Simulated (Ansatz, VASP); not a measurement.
Two plane-wave programs on Cu

```
Cu
1.0
     0.00000    1.72448    1.72448
     1.72448    0.00000    1.72448
     1.72448    1.72448    0.00000
Cu
1
Direct
  0.00000 0.00000 0.00000
```

Alike in both runs: functional PBEsol; k mesh 20 × 20 × 20; occupations fermi-dirac, width 0.1 eV; no spin polarisation.

Ansatz relaxed the structure, and its values are those at the end. VASP's run is a single point on that final structure, the one shown.

|  | VASP | Ansatz |
| --- | --- | --- |
| version | VASP 6.6.1 | Ansatz 0.2.0 |
| potentials or method | VASP PAW PBE potentials, release 64 (Cu) | scalar-relativistic, plane waves, PAW |
| plane-wave cutoff (eV) | 520 | 420 |
| valence electrons in the cell | 11 | 19 |

|  | VASP | Ansatz | Ansatz less VASP |
| --- | --- | --- | --- |
| gap on the k mesh at the Fermi level (eV) | none | none | - |
| pressure (GPa) | 21.8 | 21.1 | -0.70 |

A gap of «none» marks a metal or a gap that the smearing closes. With one functional, cell and mesh, what is left measures potentials, basis and numerics. The two sets of potentials don't hold the same shells in valence.

Caveats: so large a pressure means that the cell lies far from this level's equilibrium, or that cutoff or potentials fall short (VASP); the potentials were made for another functional, which shifts forces and pressure (VASP).
